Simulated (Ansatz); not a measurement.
# Pd under changes of volume

One of the cells (15.547 Å³/atom); the others are scaled copies at fixed shape and fractional positions:

```xyz
1
Lattice="-1.5723 1.5723 1.5723 1.5723 -1.5723 1.5723 1.5723 1.5723 -1.5723" Properties=species:S:1:pos:R:3 pbc="T T T"
Pd    0.0000    0.0000    0.0000
```

This isn't the form of Pd at room conditions, which is fcc.

| Quantity | Value |
| --- | --- |
| Program | Ansatz 0.2.0 |
| Functional | r2SCAN |
| Potentials or basis | Ansatz PAW |
| Cutoff | 500 eV (not typed: the program's choice for these potentials) |
| k mesh | 12 × 12 × 12 |
| Occupations | fermi-dirac, width 0.05 eV |
| Spin | no spin polarisation |

```tsv
volume (Å³/atom)	energy over the lowest point (meV/atom)	pressure (GPa)
14.614	?	?
14.925	0.00	1.2
15.236	1.38	-2.4
15.547	9.41	-5.6
15.858	23.20	-8.4
16.169	41.97	-10.8
16.480	65.16	-12.9
```

**Question.** What does the run at 14.614 Å³/atom give?

**Answer.** Energy over the lowest point 6.19 meV/atom; pressure 5.4 GPa.

Worked out: A Birch-Murnaghan fit of order 3 (a polynomial in V^(-2/3)) to the other rows has its minimum at 15.02 Å³/atom with B0 = V·E''(V) = 181 GPa and B' = 5.6. It gives 6.19 meV/atom at 14.614 Å³/atom, against the run's 6.19, and -dE/dV = 5.3 GPa, against 5.4.

Energies are extrapolated to zero smearing.

Caveats: the PAW data sets come from PBE, with cores solved anew for the run's functional, which leaves a small shift of forces and pressure.
